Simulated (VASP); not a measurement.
Input of a VASP 6.6.1 run:

File INCAR:

```
ALGO     = Normal         # electronic algorithm
DIPOL    = 0.5 0.5 0.294
EDIFF    = 1E-7           # SCF threshold, eV
EDIFFG   = -0.01          # ionic threshold
ENCUT    = 520            # plane-wave cutoff, eV
GGA      = RE             # functional
IBRION   = 2              # ionic algorithm
IDIPOL   = 3            
ISIF     = 2              # what is computed and relaxed
ISMEAR   = -1             # smearing method
ISPIN    = 2              # spin polarisation
LASPH    = T              # aspherical terms in the spheres
LCHARG   = F              # write CHGCAR
LDIPOL   = T            
LMAXMIX  = 4              # l up to which the mixer works
LORBIT   = 11             # projections on sites
LREAL    = F              # projectors in reciprocal space
LWAVE    = F              # write WAVECAR
MAGMOM   = 1              # initial moments
NELM     = 150            # most SCF steps
NSW      = 60             # ionic steps
PREC     = Accurate       # precision mode
SIGMA    = 0.05           # smearing width, eV
```

Contents of KPOINTS:

```
k-points
0
Gamma
  9 9 1
```

The input POSCAR:

```
Ni
1.0
    2.2591100000      0.0000000000      0.0000000000
    0.0000000000      2.2591100000      0.0000000000
    0.0000000000      0.0000000000     23.8000000000
Ni
1
Selective dynamics
Direct
    0.5000000000      0.5000000000      0.2941200000  F F F
```

Potentials or basis: VASP PAW PBE potentials, release 64 (Ni).

Command:

```sh
$ cat potpaw_PBE.64/Ni/POTCAR > POTCAR
$ mpirun -np 1 vasp_std > vasp.out
```

(1) What does it give for the net moment?

(2) What does it give for the band gap on the k mesh?

Answers

(1) 0.82 μB per cell.

(2) none (metal or under the smearing width).

Caveat: the relaxation stopped at its first step, so nothing moved.
